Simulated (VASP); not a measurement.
Wanted: the native input for a VASP 6.6.1 run.

- Task: band structure
- Functional: TB-mBJ
- Potentials or basis: VASP PAW PBE potentials, release 64 (Cu, I)
- Cutoff: 520 eV
- k mesh: 8 × 8 × 8
- Occupations: gaussian, width 0.03 eV
- Spin: collinear spin, ferromagnetic start
- Starting moments: [1.0, 0.0] μB
- Further INCAR settings: ALGO = Normal; EDIFF = 1e-06; NBANDS = 20; AMIX = 0.2; BMIX = 0.0001

Crystal: CuI.

```
Cu I
1.0
     0.00000    3.04092    3.04092
     3.04092    0.00000    3.04092
     3.04092    3.04092    0.00000
Cu I
1 1
Cartesian
  1.5205 1.5205 1.5205
  6.0818 3.0409 3.0409
```

The input as run:

POSCAR

```
CuI                                     
1.0
   -0.0000000000      3.0409226523      3.0409226523
    3.0409226523     -0.0000000000      3.0409226523
    3.0409226523      3.0409226523     -0.0000000000
  Cu              I             
     1     1
Direct
     0.2500000000000000    0.2500000000000000    0.2500000000000000
     0.0000000000000000    1.0000000000000000    1.0000000000000000
```

INCAR.step1

```
SYSTEM = CuI
ALGO     = Normal         ! electronic algorithm
AMIX     = 0.2          
AMIX_MAG = 0.8          
BMIX     = 1E-4         
BMIX_MAG = 1E-4         
EDIFF    = 1E-5           ! SCF threshold, eV
ENCUT    = 520            ! plane-wave cutoff, eV
GGA      = PE             ! functional
ISIF     = 2              ! what is computed and relaxed
ISMEAR   = 0              ! smearing method
ISPIN    = 2              ! spin polarisation
LASPH    = .True.         ! aspherical terms in the spheres
LCHARG   = .False.        ! write CHGCAR
LMAXMIX  = 4              ! l up to which the mixer works
LORBIT   = 11             ! projections on sites
LREAL    = .False.        ! projectors in reciprocal space
LWAVE    = .True.         ! write WAVECAR
MAGMOM   = 1 0            ! initial moments
NBANDS   = 20             ! bands
NELM     = 150            ! most SCF steps
PREC     = Accurate       ! precision mode
SIGMA    = 0.03           ! smearing width, eV
```

INCAR.step2

```
SYSTEM = CuI
ALGO     = Normal         ! electronic algorithm
AMIX     = 0.2          
AMIX_MAG = 0.8          
BMIX     = 1E-4         
BMIX_MAG = 1E-4         
EDIFF    = 1E-6           ! SCF threshold, eV
ENCUT    = 520            ! plane-wave cutoff, eV
ISIF     = 2              ! what is computed and relaxed
ISMEAR   = 0              ! smearing method
ISPIN    = 2              ! spin polarisation
ISTART   = 1            
LASPH    = .True.         ! aspherical terms in the spheres
LCHARG   = .False.        ! write CHGCAR
LMAXMIX  = 4              ! l up to which the mixer works
LORBIT   = 11             ! projections on sites
LREAL    = .False.        ! projectors in reciprocal space
LWAVE    = .False.        ! write WAVECAR
MAGMOM   = 1 0            ! initial moments
METAGGA  = MBJ            ! meta-GGA
NBANDS   = 20             ! bands
NELM     = 150            ! most SCF steps
PREC     = Accurate       ! precision mode
SIGMA    = 0.03           ! smearing width, eV
```

KPOINTS

```
k-points
0
Gamma
  8 8 8
  0 0 0
```

KPOINTS_OPT

```
explicit points
209
Reciprocal
 0.0000000000  0.0000000000  0.0000000000 1
 0.0263157895  0.0000000000  0.0263157895 1
 0.0526315789  0.0000000000  0.0526315789 1
 0.0789473684  0.0000000000  0.0789473684 1
 0.1052631579  0.0000000000  0.1052631579 1
 0.1315789474  0.0000000000  0.1315789474 1
[... 201 lines left out ...]
 0.4250000000  0.0000000000  0.4250000000 1
 0.4500000000  0.0000000000  0.4500000000 1
```

Potentials or basis: VASP PAW PBE potentials, release 64 (Cu, I).

Run with:

```sh
$ cat potpaw_PBE.64/Cu/POTCAR potpaw_PBE.64/I/POTCAR > POTCAR
$ cp INCAR.step1 INCAR
$ mpirun -np 1 vasp_std > vasp.out
$ cp INCAR.step2 INCAR
$ mpirun -np 1 vasp_std > vasp.out
```

Results of the run:

- Band gap on the k mesh: 2.17 eV, direct
- Band gap along the path: 2.17 eV, direct
- Net moment: 0.00 μB per cell
- Valence electrons inside the program's atomic spheres: Cu 9.88; I 4.60

Caveat: spin-orbit coupling is left out, which moves the levels of the heavy elements.

Wall time 2.7 min on 1 thread of Intel(R) Xeon(R) 6975P-C (Granite Rapids) (shared host), peak memory 0.28 GiB.
